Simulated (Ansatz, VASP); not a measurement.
## Two plane-wave programs on Mg

INCAR

```
ALGO     = Normal         # electronic algorithm
EDIFF    = 1E-6           # SCF threshold, eV
ENCUT    = 520            # plane-wave cutoff, eV
GGA      = PE             # functional
GGA_COMPAT= False        
ISIF     = 2              # what is computed and relaxed
ISMEAR   = 0              # smearing method
LASPH    = True           # aspherical terms in the spheres
LCHARG   = False          # write CHGCAR
LORBIT   = 11             # projections on sites
LORBMOM  = True         
LREAL    = False          # projectors in reciprocal space
LSORBIT  = True           # spin-orbit coupling
LWAVE    = False          # write WAVECAR
MAGMOM   = 0 0 0          # initial moments
NBANDS   = 13             # bands
NELM     = 150            # most SCF steps
PREC     = Accurate       # precision mode
SIGMA    = 0.05           # smearing width, eV
```

Contents of KPOINTS:

```
k-points
0
Gamma
  16 16 16
```

File POSCAR:

```
Mg
1.0
   -1.7899678385      1.7899678385      1.7899678385
    1.7899678385     -1.7899678385      1.7899678385
    1.7899678385      1.7899678385     -1.7899678385
Mg
1
Direct
    0.0000000000      0.0000000000      0.0000000000
```

Input for Ansatz:

```yaml
crystal:
  lattice:
    - [-1.7899678385, 1.7899678385, 1.7899678385]
    - [1.7899678385, -1.7899678385, 1.7899678385]
    - [1.7899678385, 1.7899678385, -1.7899678385]
  atoms:
    - { symbol: Mg, position: [0.0, 0.0, 0.0] }
basis:
  ecutwfc: 600
  ecutrho_ratio: 5
kpoints:
  mp_grid: { grid: [16, 16, 16] }
hamiltonian:
  xc: pbe
scf:
  occupations: { method: gaussian, width: 0.05 }
output:
  forces: true
  stress: true
  eigenvalues: true
  populations: true
magnetization:
  noncollinear: true
  spin_orbit: true
```

Alike in both runs: task single point; functional PBE; k mesh 16 × 16 × 16; occupations gaussian, width 0.05 eV; non-collinear spin, spin-orbit coupling.

```csv
,VASP,Ansatz
version,VASP 6.6.1,Ansatz 0.2.0
potentials or method,"VASP PAW PBE potentials, release 64 (Mg)","plane waves, PAW"
plane-wave cutoff (eV),520,600
valence electrons in the cell,2,10
```

|  | VASP | Ansatz | Ansatz less VASP |
| --- | --- | --- | --- |
| gap on the k mesh at the Fermi level (eV) | none | none | - |
| pressure (GPa) | -0.1 | 0.0 | +0.12 |
| net moment per atom (μB) | 0.00 | 0.00 | 0.000 |

A gap of «none» marks a metal or a gap that the smearing closes. The two sets of potentials don't hold the same shells in valence.
